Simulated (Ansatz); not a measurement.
Structure from Materials Project entry mp-22867 (possibly hypothetical), not relaxed further.

RbBr: DFT, LDA, all-electron LAPW, scalar-relativistic (Ansatz 0.2.0).

```yaml
crystal:
  lattice:
    - [0.0, 3.4559503595, 3.4559503595]
    - [3.4559503595, 0.0, 3.4559503595]
    - [3.4559503595, 3.4559503595, 0.0]
  atoms:
    - { symbol: Rb, position: [0.0, 0.0, 0.0] }
    - { symbol: Br, position: [0.5, 0.5, 0.5] }
kpoints:
  mp_grid: { grid: [6, 6, 6] }
  band_path:
    path:
      - [0.0, 0.0, 0.0]
      - [0.5, 0.0, 0.5]
      - [0.625, 0.25, 0.625]
      - [0.375, 0.375, 0.75]
      - [0.0, 0.0, 0.0]
      - [0.5, 0.5, 0.5]
      - [0.5, 0.25, 0.75]
      - [0.5, 0.0, 0.5]
    npoints: 8
scf:
  occupations: { method: fermi_dirac, width: 0.03 }
hamiltonian:
  xc: lda
  pseudopotentials: { kind: all_electron, lapw: { basis_error: 0.001 } }
output:
  forces: true
  stress: true
  eigenvalues: true
  populations: true
  dos: { projected: true, de: 0.2, e_range: [-14, 8] }
```

Output:

```
Rb: projections on atomic orbitals take those of the free atom 1s2 2s2 2p6 3s2 3p6 3d10 4s2 4p6 5s1, of charge +0.00 (hamiltonian.pseudopotentials.projection_atoms)
Br: projections on atomic orbitals take those of the free atom 1s2 2s2 2p6 3s2 3p6 3d10 4s2 4p5, of charge +0.00 (hamiltonian.pseudopotentials.projection_atoms)
LAPW: plane waves up to 5.537 Å⁻¹, error target 1.0e-3 eV per atom; small_component_spin mean_spin; Br in spheres of 1.706 Å, 23 of its electrons in bands, Dirac shells []; Rb in spheres of 1.750 Å, 25 of its electrons in bands, Dirac shells []
Engine: ansatz 0.2.0
Pseudopotentials: kind: all_electron
Pseudopotential: Rb, LAPW, valence charge 25, Koelling and Harmon's equation, gaussian nucleus
Pseudopotential: Br, LAPW, valence charge 23, Koelling and Harmon's equation, gaussian nucleus
Functional definition: SPW92
  exchange = slater_x
  correlation = pw_c
Crystal: 2 atoms, lattice volume = 82.553 Å³
Basis set: ecut = 116.82327867829497 eV, 259 PW (Γ), exchange–correlation at level 2
Bands: 29, of which v1, the nominal top of the filled ones, is band 24 counted from 1 (23 counted from 0)
Symmetry: 48 space group operations
Space group: Fm-3m (ITA 225), of the structure as read, at distance tolerance 4.4e-5 Å
k-points: 16 of 216
Non-local potential: Rb, projectors of the file, none
Non-local potential: Br, projectors of the file, none
Initial density: superposition of atomic densities (chi_scale 0.1, normalization cell, long waves kept (reshape's long-wave potential 0.00 eV rms))
Initial wavefunctions: plane waves of lowest kinetic energy (no species holds an atomic orbital)
Functional: x = slater, c = lda
iter 1 solved again at ethr=8.23e-4 eV; its pass at ethr=1.00e-1 eV (dr2=3.95e-1 eV) is discarded
SCF iter   1: F=—  HF=-151865.809380 eV  |F-HF|=—  |Δ(HF+E_count)|=         —  Δρ=1.30e-2  dr2=3.95e-1  ethr=8.23e-4  ⟨swp⟩=2.1  Hψ=2725  notcnv=0
preconditioner: auto → none  [insulator: Δε(μ)=4.631 eV  Ē_g=13.593 eV  σ=0.030 eV  W_gap=1.00  n_scr=14 (ndim 8)  ℏωp=15.3 eV  f_vac=0.297  D(μ)=0.00/eV (n_scr^D=0)  ε∞_Penn≈2.3]
iter 2 solved again at ethr=3.19e-5 eV; its pass at ethr=8.23e-4 eV (dr2=1.53e-2 eV) is discarded
SCF iter   2: F=—  HF=-151865.578882 eV  |F-HF|=—  |Δ(HF+E_count)|=   2.30e-1  Δρ=2.76e-3  dr2=1.53e-2  ethr=3.19e-5  ⟨swp⟩=2.0  Hψ=2428  notcnv=0
SCF iter   3: F=—  HF=-151865.570884 eV  |F-HF|=—  |Δ(HF+E_count)|=   8.00e-3  Δρ=1.84e-3  dr2=7.73e-3  ethr=3.19e-5  ⟨swp⟩=2.0  Hψ=1481  notcnv=0
SCF iter   4: F=—  HF=-151865.571181 eV  |F-HF|=—  |Δ(HF+E_count)|=   2.97e-4  Δρ=2.37e-4  dr2=1.04e-4  ethr=1.61e-5  ⟨swp⟩=2.0  Hψ=1473  notcnv=0
SCF iter   5: F=—  HF=-151865.571216 eV  |F-HF|=—  |Δ(HF+E_count)|=   3.48e-5  Δρ=3.34e-5  dr2=1.58e-6  ethr=2.16e-7  ⟨swp⟩=2.4  Hψ=1415  notcnv=0
SCF iter   6: F=—  HF=-151865.571218 eV  |F-HF|=—  |Δ(HF+E_count)|=   2.19e-6  Δρ=2.63e-6  dr2=6.39e-9  ethr=3.30e-9  ⟨swp⟩=2.9  Hψ=1435  notcnv=0
SCF iter   7: F=-151865.571218 eV  HF=-151865.571218 eV  |F-HF|=2.62e-10  |Δ(HF+E_count)|=   2.12e-7  Δρ=5.16e-7  dr2=2.56e-10  ethr=1.33e-11  ⟨swp⟩=3.0  Hψ=1499  notcnv=0
SCF 1 converged in 7 iterations: F = -151865.571218 eV  dr2 = 2.56e-10
NSCF: frozen V_eff on 57 k-points
SCF converged after 7 iterations
Free energy (F): -151865.571218 eV
Harris-Foulkes:  -151865.571218 eV  (|F-HF|=2.62e-10)
Internal energy: -151865.571218 eV  (E = F + TS)
E sigma→0 (E₀):  -151865.571218 eV
Fermi energy:    4.161696 eV
--- Per-component energies (eV) ---
  E_band       = -3857.320069
  E_kinetic    = 155868.616951
  E_xc         = -5068.040741
  E_electrostatic = -302666.147428  (all electrons and nuclei)
  E_smearing   = -0.000000  (= −TS)
  E_closure    = 0.000000  (closes the sum)
  E_atoms      = -151858.902230  (free atoms, spherical and without spin; not in F)
  Σ components = -151865.571218   (vs F -151865.571218, Δ=0.00e0)
  Basis errors (estimates in eV, not in F): energy 3.5e-4 per atom: plane waves 3.4e-4 (1.9e-4 summed), levels above the bands 5.0e-89, relativity 1.0e-9, radial functions 1.6e-5, core shells 1.2e-6; eigenvalues (radial functions only) 9.3e-6; not estimated: angular momenta, meshes, grids; target (lapw.basis_error) 1.0e-3; muffin-tin radii Br 1.706 Å, Rb 1.750 Å
--- Forces (eV/Å), atoms counted from 1 ---
  atom   1  Rb    -0.00000000     0.00000000     0.00000000
  atom   2  Br     0.00000000    -0.00000000     0.00000000
  max |Σ_I F_I| component: 1.52e-31 eV/Å
--- Stress (GPa, compression-positive) ---
       -1.504265       0.000000      -0.000000
        0.000000      -1.504265      -0.000000
       -0.000000      -0.000000      -1.504265
  P = ⅓ Tr σ = -1.5043 GPa (-15.043 kbar)
--- Band table (eV; the first three rows and the last of 16) ---
  k-point 0: bands = ["-214.6149", "-214.6149", "-214.6149", "-162.2198", "-162.2198", "-162.2198", "-94.3856", "-94.3856", "-94.3856", "-94.3848", "-94.3848", "-56.0817", "-56.0817", "-56.0808", "-56.0808", "-56.0808", "-22.2090", "-10.0407", "-6.2803", "-6.2803", "-6.2803", "2.1891", "2.1891", "2.1891", "6.0804", "9.2247", "9.2247", "9.2247", "10.1541"]
  k-point 1: bands = ["-214.6149", "-214.6149", "-214.6149", "-162.2198", "-162.2198", "-162.2198", "-94.3856", "-94.3856", "-94.3856", "-94.3848", "-94.3848", "-56.0817", "-56.0817", "-56.0808", "-56.0808", "-56.0808", "-22.2068", "-10.0494", "-6.2824", "-6.2824", "-6.2720", "1.8712", "2.0960", "2.0960", "6.7285", "9.0590", "9.5473", "9.5473", "10.5461"]
  k-point 2: bands = ["-214.6149", "-214.6149", "-214.6149", "-162.2198", "-162.2198", "-162.2198", "-94.3856", "-94.3856", "-94.3856", "-94.3848", "-94.3848", "-56.0817", "-56.0817", "-56.0808", "-56.0808", "-56.0808", "-22.2025", "-10.0666", "-6.2866", "-6.2866", "-6.2557", "1.3811", "1.9219", "1.9219", "7.9902", "9.1519", "10.4440", "10.4440", "11.5151"]
  k-point 15: bands = ["-214.6149", "-214.6149", "-214.6149", "-162.2198", "-162.2198", "-162.2198", "-94.3856", "-94.3856", "-94.3856", "-94.3848", "-94.3848", "-56.0817", "-56.0817", "-56.0808", "-56.0808", "-56.0808", "-22.1978", "-10.0073", "-6.4318", "-6.3776", "-6.2883", "1.7560", "1.7732", "1.9160", "8.2078", "9.6327", "9.8041", "10.7939", "11.9496"]
--- Löwdin populations: 2 sites ---
  site symbol       q [e]
     0     Rb     36.2582
     1     Br     35.6823
  spilling = 0.000827 (of n_electrons = 72.000000)
```

populations.tsv:

```
# site	symbol	l	j	q
# orbitals = lowdin
# n_electrons = 72.000000
# spilling = 0.000827
# projection_atom_Rb: 1s2 2s2 2p6 3s2 3p6 3d10 4s2 4p6 5s1
# projection_atom_Br: 1s2 2s2 2p6 3s2 3p6 3d10 4s2 4p5
0	Rb	0_1S	-	1.999998
0	Rb	0_2S	-	1.999968
0	Rb	0_3S	-	1.999409
0	Rb	0_4S	-	1.985016
0	Rb	0_5S	-	0.284505
0	Rb	1_2P	-	5.999997
0	Rb	1_3P	-	5.999955
0	Rb	1_4P	-	5.989363
0	Rb	2_3D	-	9.999966
1	Br	0_1S	-	1.999996
1	Br	0_2S	-	1.999875
1	Br	0_3S	-	1.997690
1	Br	0_4S	-	1.923852
1	Br	1_2P	-	5.999996
1	Br	1_3P	-	5.999814
1	Br	1_4P	-	5.761107
1	Br	2_3D	-	9.999927
```
